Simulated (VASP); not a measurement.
# MgO (Fm-3m) in VASP: notebook

Runs on MgO. Level: PBEsol. Tasks: relaxation of cell and atoms.

Program: VASP 6.6.1. These are calculated values, not measurements. Logs are shortened: lines on timing, memory, paths and dates and some standing lists are left out, and cuts for length are marked.

### 1 The structure

Symmetry: Fm-3m, No. 225, cubic system. Conventional cell: a = 4.217 Å, b = 4.217 Å, c = 4.217 Å, α = 90.00°, β = 90.00°, γ = 90.00°. Around Mg (site symmetry m-3m) lie 6 O at 2.11 Å. O (site symmetry m-3m) has 6 Mg at 2.11 Å as nearest neighbours.

### 2 Relaxation of cell and atoms, PBEsol

The input, INCAR:

```
SYSTEM = MgO
  PREC = Accurate
  ENCUT = 520
  EDIFF = 1E-7
  ISMEAR = 0
  SIGMA = 0.02
  LREAL = .FALSE.
  LASPH = .TRUE.
  NELM = 80
  ALGO = Normal
  ISIF = 3
  LWAVE = .FALSE.
  LCHARG = .FALSE.
  GGA = PS
  IBRION = 2
  NSW = 80
  EDIFFG = -0.002
  KPAR = 4
```

The input, KPOINTS:

```
regular mesh
0
G
  12 12 12
  0 0 0
```

The input, POSCAR:

```
MgO
1.0
    0.0000000000      2.1085000000      2.1085000000
    2.1085000000      0.0000000000      2.1085000000
    2.1085000000      2.1085000000      0.0000000000
Mg O
1 1
Direct
    0.0000000000      0.0000000000      0.0000000000
    0.5000000000      0.5000000000      0.5000000000
```

Potentials or basis: VASP PAW PBE potentials, release 64 (Mg, O).

Started as:

```sh
$ cat potpaw_PBE.64/Mg/POTCAR potpaw_PBE.64/O/POTCAR > POTCAR
$ mpirun -np 4 vasp_std > vasp.out
```

OUTCAR:

```text
SYSTEM = MgO
   PREC = Accurate
   ENCUT = 520
   EDIFF = 1E-7
   ISMEAR = 0
   LREAL = .FALSE.
   LASPH = .TRUE.
   NELM = 80
   ISIF = 3
   GGA = PS
   IBRION = 2
   NSW = 80
   EDIFFG = -0.002

 ion  position               nearest neighbor table
   1  0.000  0.000  0.000-   2 2.11   2 2.11   2 2.11   2 2.11   2 2.11   2 2.11
   2  0.500  0.500  0.500-   1 2.11   1 2.11   1 2.11   1 2.11   1 2.11   1 2.11

  LATTYP: Found a face centered cubic cell.
 ALAT       =     4.2170000000

  Lattice vectors:

 A1 = (   0.0000000000,   2.1085000000,   2.1085000000)
 A2 = (   2.1085000000,   0.0000000000,   2.1085000000)
 A3 = (   2.1085000000,   2.1085000000,   0.0000000000)

Analysis of symmetry for initial positions (statically):
=====================================================================
 Subroutine PRICEL returns:
 Original cell was already a primitive cell.

 Routine SETGRP: Setting up the symmetry group for a
 face centered cubic supercell.

 Subroutine GETGRP returns: Found 48 space group operations
 (whereof 48 operations were pure point group operations)
 out of a pool of 48 trial point group operations.

The static configuration has the point symmetry O_h .

Analysis of symmetry for dynamics (positions and initial velocities):
=====================================================================
 Subroutine PRICEL returns:
 Original cell was already a primitive cell.

 Routine SETGRP: Setting up the symmetry group for a
 face centered cubic supercell.

 Subroutine GETGRP returns: Found 48 space group operations
 (whereof 48 operations were pure point group operations)
 out of a pool of 48 trial point group operations.

The dynamic configuration has the point symmetry O_h .

 Subroutine INISYM returns: Found 48 space group operations
 (whereof 48 operations are pure point group operations),
 and found     1 'primitive' translations

----------------------------------------------------------------------------------------

                                     Primitive cell

  volume of cell :      18.7478

  direct lattice vectors                    reciprocal lattice vectors
     0.000000000  2.108500000  2.108500000    -0.237135404  0.237135404  0.237135404
     2.108500000  0.000000000  2.108500000     0.237135404 -0.237135404  0.237135404
     2.108500000  2.108500000  0.000000000     0.237135404  0.237135404 -0.237135404

  length of vectors
     2.981869296  2.981869296  2.981869296     0.410730569  0.410730569  0.410730569

  position of ions in fractional coordinates (direct lattice)
     0.000000000  0.000000000  0.000000000
     0.500000000  0.500000000  0.500000000

  ion indices of the primitive-cell ions
   primitive index   ion index
                 1           1
                 2           2

----------------------------------------------------------------------------------------

 KPOINTS: regular mesh

Automatic generation of k-mesh.
 Grid dimensions read from file:
 generate k-points for:   12   12   12

 Generating k-lattice:

  Cartesian coordinates                     Fractional coordinates (reciprocal lattice)
    -0.019761284  0.019761284  0.019761284     0.083333333  0.000000000  0.000000000
     0.019761284 -0.019761284  0.019761284     0.000000000  0.083333333  0.000000000
     0.019761284  0.019761284 -0.019761284     0.000000000  0.000000000  0.083333333

  Length of vectors
     0.034227547  0.034227547  0.034227547

  Shift w.r.t. Gamma in fractional coordinates (k-lattice)
     0.000000000  0.000000000  0.000000000

 Subroutine IBZKPT returns following result:
 ===========================================

 Found     72 irreducible k-points:

 Following reciprocal coordinates:
            Coordinates               Weight
  0.000000  0.000000  0.000000      1.000000
  0.083333  0.000000  0.000000      8.000000
  0.166667  0.000000  0.000000      8.000000
  0.250000  0.000000  0.000000      8.000000
  0.333333  0.000000  0.000000      8.000000
  0.416667  0.000000  0.000000      8.000000
[... 16 lines left out ...]
  0.500000  0.166667  0.000000     24.000000
 -0.416667  0.166667  0.000000     24.000000
 [... further k-points ...]
   k-points           NKPTS =     72   k-points in BZ     NKDIM =     72   number of bands    NBANDS=      8
   number of dos      NEDOS =    301   number of ions     NIONS =      2
   total plane-waves  NPLWV =  13824
   dimension x,y,z NGX =    24 NGY =   24 NGZ =   24
   dimension x,y,z NGXF=    48 NGYF=   48 NGZF=   48
   ions per type =               1   1
   NGX,Y,Z   is equivalent  to a cutoff of  13.38, 13.38, 13.38 a.u.
   NGXF,Y,Z  is equivalent  to a cutoff of  26.76, 26.76, 26.76 a.u.
 SYSTEM =  MgO
   PREC   = accura    normal or accurate (medium, high low for compatibility)
   ISTART =      0    job   : 0-new  1-cont  2-samecut
   ICHARG =      2    charge: 1-file 2-atom 10-const
   ISPIN  =      1    spin polarized calculation?
   LNONCOLLINEAR =      F non collinear calculations
   LSORBIT =      F    spin-orbit coupling
   LASPH  =      T    aspherical Exc in radial PAW
   ENCUT  =  520.0 eV  38.22 Ry    6.18 a.u.   5.54  5.54  5.54*2*pi/ulx,y,z
   NELM   =     80;   NELMIN=  2; NELMDL= -5     # of ELM steps
   EDIFF  = 0.1E-06   stopping-criterion for ELM
   LREAL  =      F    real-space projection
   EDIFFG = -.2E-02   stopping-criterion for IOM
   NSW    =     80    number of steps for IOM
   IBRION =      2    ionic relax: 0-MD 1-quasi-New 2-CG
   NFREE  =      1    steps in history (QN), initial steepest desc. (CG)
   ISIF   =      3    stress and relaxation
   ISYM   =      2    0-nonsym 1-usesym 2-fastsym
   POTIM  = 0.5000    time-step for ionic-motion
   TEBEG  =    0.0;   TEEND  =   0.0 temperature during run
   PSTRESS=    0.0 pullay stress
   NELECT =       8.0000    total number of electrons
   NUPDOWN=      -1.0000    fix difference up-down
   EMIN   =  10.00;   EMAX   =-10.00  energy-range for DOS
   EFERMI =   0.00;   METHOD = LEGACY
   ISMEAR =     0;   SIGMA  =   0.02  broadening in eV -4-tet -1-fermi 0-gaus
   EFERMI_NEDOS =   21; number of points for ismear=-14 and -15
   IALGO  =     38    algorithm
   IMIX   =      4    mixing-type and parameters
     AMIX     =   0.40;   BMIX     =  1.00
     AMIX_MAG =   1.60;   BMIX_MAG =  1.00
  volume/ion in A,a.u.               =       9.37        63.26
  Fermi-wavevector in a.u.,A,eV,Ry     =   1.232503  2.329092 20.668107  1.519063
  Thomas-Fermi vector in A             =   2.367270
   LORBIT       =      0    0 simple, 1 ext, 2 COOP (PROOUT), +10 PAW based schemes
   GGA     = PS    functional components
   LHFCALC =     F    Hartree Fock is set to
   AEXX    =    0.0000 exact exchange contribution
   IVDW    =     0    specifies the selected vdW correction
   LEPSILON=     F    determine dielectric tensor
   LRPA    =     F    only Hartree local field effects (RPA)
 conjugate gradient relaxation of ions
 non-spin polarized calculation
 Gauss-broadening in eV      SIGMA  =   0.02
  energy-cutoff  :      520.00
  volume of cell :       18.75
 maximum number of plane-waves:       532
 NGX is ok and might be reduce to    24
   NGX = 11   NGY = 11   NGZ = 11

--------------------------------------- Ionic step        1  -------------------------------------------

 number of electron       8.0000005 magnetization

 Free energy of the ion-electron system (eV)
  ---------------------------------------------------
  ext. energy  EPLUGINS =         0.00000000
  ---------------------------------------------------
  free energy    TOTEN  =       -12.51235609 eV

  energy without entropy =      -12.51235609  energy(sigma->0) =      -12.51235609

------------------------ aborting loop because EDIFF is reached ----------------------------------------

  FORCE on cell =-STRESS in cart. coord.  units (eV):
  Direction    XX          YY          ZZ          XY          YZ          ZX
  --------------------------------------------------------------------------------------
  -------------------------------------------------------------------------------------
  Total       -0.0964963     -0.0964963     -0.0964963      0.0000000     -0.0000000      0.0000000
  in kB       -8.2465123     -8.2465123     -8.2465123      0.0000000     -0.0000000      0.0000000
  external PRESSURE =      -8.2465123 kB  Pullay stress =       0.0000000 kB
[... 57 lines left out ...]
  energy  without entropy=      -12.5125760375  energy(sigma->0) =      -12.51257604

--------------------------------------- Ionic step        3  -------------------------------------------

 number of electron       8.0000005 magnetization

 Free energy of the ion-electron system (eV)
  ---------------------------------------------------
  ext. energy  EPLUGINS =         0.00000000
  ---------------------------------------------------
  free energy    TOTEN  =       -12.51260684 eV

  energy without entropy =      -12.51260684  energy(sigma->0) =      -12.51260684

 E-fermi :   3.2618     XC(G=0): -11.3184

 val. band max:        3.0797175454   @ k =   0.0000   0.0000   0.0000
 cond. band min:       7.7301934180   @ k =   0.0000   0.0000   0.0000
 fundamental gap:      4.6504758726
 Fermi energy:         3.2617528325

 k-point     1 :       0.0000    0.0000    0.0000
  band No.  band energies     occupation
      1     -14.1348      2.00000
      2       3.0797      2.00000
      3       3.0797      2.00000
      4       3.0797      2.00000
      5       7.7302      0.00000
      6      18.7209      0.00000
      7      18.7209      0.00000
      8      18.7209      0.00000
[... 243 lines left out ...]
 k-point    24 :      -0.4167    0.1667    0.0000
  band No.  band energies     occupation
      1     -12.7276      2.00000
      2      -1.2003      2.00000
      3       1.4708      2.00000
      4       2.2843      2.00000
      5      11.9995      0.00000
      6      15.3408      0.00000
      7      17.1706      0.00000
      8      19.9129      0.00000

 [... further k-points ...]

------------------------ aborting loop because EDIFF is reached ----------------------------------------

  FORCE on cell =-STRESS in cart. coord.  units (eV):
  Direction    XX          YY          ZZ          XY          YZ          ZX
  --------------------------------------------------------------------------------------
  -------------------------------------------------------------------------------------
  Total        0.0003245      0.0003245      0.0003245      0.0000000     -0.0000000      0.0000000
  in kB        0.0278729      0.0278729      0.0278729      0.0000000     -0.0000000      0.0000000
  external PRESSURE =       0.0278729 kB  Pullay stress =       0.0000000 kB
[... 17 lines left out ...]
  FREE ENERGIE OF THE ION-ELECTRON SYSTEM (eV)
  ---------------------------------------------------
  free  energy   TOTEN  =       -12.5126068437 eV

  energy  without entropy=      -12.5126068437  energy(sigma->0) =      -12.51260684

 reached required accuracy - stopping structural energy minimisation
```

Run time: 5.9 s. Hardware: 4 MPI ranks of Intel Xeon Platinum 8559C (Emerald Rapids), shared host; peak memory 0.14 GiB.

Results:

```yaml
Free_energy: -12.5126 eV
Relaxed_volume: 9.33 Å³/atom
Relaxed_cell: a = 2.977 Å, b = 2.977 Å, c = 2.977 Å, α = 60.00°, β = 60.00°, γ = 60.00°
Space_group_after_relaxing_to_0.05_Å: Fm-3m (No. 225)
Energy_gained_by_relaxing: 0.1 meV/atom
Ionic_steps: 3
Pressure_after_relaxing: 0.0 GPa
Band_gap_on_the_k_mesh: 4.65 eV, direct
```

The path:
| step | energy change (eV) | largest force (eV/Å) | pressure (GPa) | volume (Å³) |
| --- | --- | --- | --- | --- |
| 1 | 0.0000 | 0.0000 | -0.82 | 18.75 |
| 2 | -0.0002 | 0.0000 | 0.29 | 18.62 |
| 3 | -0.0003 | 0.0000 | 0.00 | 18.65 |

Final structure:
```cif
data_structure
_symmetry_space_group_name_H-M 'P 1'
_symmetry_Int_Tables_number 1
_cell_length_a 2.9767
_cell_length_b 2.9767
_cell_length_c 2.9767
_cell_angle_alpha 60.000
_cell_angle_beta 60.000
_cell_angle_gamma 60.000
_cell_volume 18.65
loop_
_atom_site_label
_atom_site_type_symbol
_atom_site_fract_x
_atom_site_fract_y
_atom_site_fract_z
_atom_site_occupancy
Mg1 Mg 0.00000 0.00000 0.00000 1
O1 O 0.50000 0.50000 0.50000 1
```

Caveat: the PAW data sets were made with another functional, which shifts forces and pressure a little. Expect the measured gap to be larger: semilocal functionals such as PBEsol lack the derivative discontinuity.

### 3 Relaxation of cell and atoms, PBEsol

This run uses another cell than the first one, of 9.33 Å³/atom, 0.995 times its volume.

INCAR is that of step 2.

KPOINTS is that of step 2.

The input, POSCAR:

```
MgO                                     
1.0
    0.0000000000      2.1048612689      2.1048612689
    2.1048612689      0.0000000000      2.1048612689
    2.1048612689      2.1048612689      0.0000000000
  Mg              O             
     1     1
Direct
     0.0000000000000000    0.0000000000000000    0.0000000000000000
     0.5000000000000000    0.5000000000000000    0.5000000000000000
```

Potentials or basis: VASP PAW PBE potentials, release 64 (Mg, O).

Started as:

```sh
$ cat potpaw_PBE.64/Mg/POTCAR potpaw_PBE.64/O/POTCAR > POTCAR
$ mpirun -np 4 vasp_std > vasp.out
```

OUTCAR:

```text
SYSTEM = MgO
   PREC = Accurate
   ENCUT = 520
   EDIFF = 1E-7
   ISMEAR = 0
   LREAL = .FALSE.
   LASPH = .TRUE.
   NELM = 80
   ISIF = 3
   GGA = PS
   IBRION = 2
   NSW = 80
   EDIFFG = -0.002

 ion  position               nearest neighbor table
   1  0.000  0.000  0.000-   2 2.10   2 2.10   2 2.10   2 2.10   2 2.10   2 2.10
   2  0.500  0.500  0.500-   1 2.10   1 2.10   1 2.10   1 2.10   1 2.10   1 2.10

  LATTYP: Found a face centered cubic cell.
 ALAT       =     4.2097225378

  Lattice vectors:

 A1 = (   0.0000000000,   2.1048612689,   2.1048612689)
 A2 = (   2.1048612689,   0.0000000000,   2.1048612689)
 A3 = (   2.1048612689,   2.1048612689,   0.0000000000)

Analysis of symmetry for initial positions (statically):
=====================================================================
 Subroutine PRICEL returns:
 Original cell was already a primitive cell.

 Routine SETGRP: Setting up the symmetry group for a
 face centered cubic supercell.
[... 173 lines left out ...]
 cond. band min:       7.7301727265   @ k =   0.0000   0.0000   0.0000
 fundamental gap:      4.6504448991
 Fermi energy:         3.2617452168

 k-point     1 :       0.0000    0.0000    0.0000
  band No.  band energies     occupation
      1     -14.1348      2.00000
      2       3.0797      2.00000
      3       3.0797      2.00000
      4       3.0797      2.00000
      5       7.7302      0.00000
      6      18.7209      0.00000
      7      18.7209      0.00000
      8      18.7209      0.00000
[... 243 lines left out ...]
 k-point    24 :      -0.4167    0.1667    0.0000
  band No.  band energies     occupation
      1     -12.7276      2.00000
      2      -1.2003      2.00000
      3       1.4708      2.00000
      4       2.2843      2.00000
      5      11.9994      0.00000
      6      15.3407      0.00000
      7      17.1706      0.00000
      8      19.9129      0.00000

 [... further k-points ...]

------------------------ aborting loop because EDIFF is reached ----------------------------------------

  FORCE on cell =-STRESS in cart. coord.  units (eV):
  Direction    XX          YY          ZZ          XY          YZ          ZX
  --------------------------------------------------------------------------------------
  -------------------------------------------------------------------------------------
  Total        0.0000949      0.0000949      0.0000949      0.0000000      0.0000000      0.0000000
  in kB        0.0081561      0.0081561      0.0081561      0.0000000      0.0000000      0.0000000
  external PRESSURE =       0.0081561 kB  Pullay stress =       0.0000000 kB

 VOLUME and BASIS-vectors are now :
 -----------------------------------------------------------------------------
  energy-cutoff  :      520.00
  volume of cell :       18.65
      direct lattice vectors                 reciprocal lattice vectors
     0.000000000  2.104861269  2.104861269    -0.237545347  0.237545347  0.237545347
     2.104861269  0.000000000  2.104861269     0.237545347 -0.237545347  0.237545347
     2.104861269  2.104861269  0.000000000     0.237545347  0.237545347 -0.237545347

 POSITION                                       TOTAL-FORCE (eV/Angst)
 -----------------------------------------------------------------------------------
      0.00000      0.00000      0.00000         0.000000      0.000000      0.000000
      2.10486      2.10486      2.10486        -0.000000     -0.000000      0.000000
 -----------------------------------------------------------------------------------
    total drift:                               -0.000000     -0.000000      0.000000

  FREE ENERGIE OF THE ION-ELECTRON SYSTEM (eV)
  ---------------------------------------------------
  free  energy   TOTEN  =       -12.5124851272 eV

  energy  without entropy=      -12.5124851272  energy(sigma->0) =      -12.51248513

 reached required accuracy - stopping structural energy minimisation
```

Run time: 3.4 s. Hardware: 4 MPI ranks of Intel Xeon Platinum 8559C (Emerald Rapids), shared host; peak memory 0.13 GiB.

What came out:

| Item | Value |
| --- | --- |
| Free energy | -12.5125 eV |
| Pressure after relaxing | 0.0 GPa |
| Band gap on the k mesh | 4.65 eV, direct |

Final structure:
```
Mg O
1.0
     0.00000    2.10486    2.10486
     2.10486    0.00000    2.10486
     2.10486    2.10486    0.00000
Mg O
1 1
Cartesian
  0.0000 0.0000 0.0000
  2.1049 2.1049 2.1049
```

Caveat: the relaxation stopped at its first step, so nothing moved; the PAW data sets were made with another functional, which shifts forces and pressure a little. A hybrid or GW would open this gap; PBEsol tends to underestimate it.
